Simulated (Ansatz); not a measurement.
**Te: changing the functional**

It takes space group P3_121 (No. 152, trigonal). Conventional cell: a = 4.454 Å, b = 4.454 Å, c = 5.924 Å, α = 90.00°, β = 90.00°, γ = 120.00°. Te (site symmetry 2) is surrounded by 2 Te at 2.86 Å.

Kept alike: task band structure; k mesh 7 × 7 × 5; occupations fermi-dirac, width 0.05 eV; no spin polarisation. Program: Ansatz, Ansatz PAW. Cutoffs run from 420 to 500 eV. The mesh is that of the run's cell of 3 atoms. No spin-orbit coupling.

```csv
functional,pressure (GPa)
LDA,-1.95
PBE,1.45
PBEsol,-0.95
r2SCAN,0.90
```

Pressure is positive in compression, with a Pulay correction for the finite cutoff. All rows use potentials made for PBE.

Q: What does the functional change here?

A: The pressure runs from -1.95 (LDA) to 1.45 GPa (PBE). From PBE: LDA -3.40; PBEsol -2.40; r2SCAN -0.55. A positive pressure means that the functional's own cell is larger than the one given, a negative one that it is smaller.
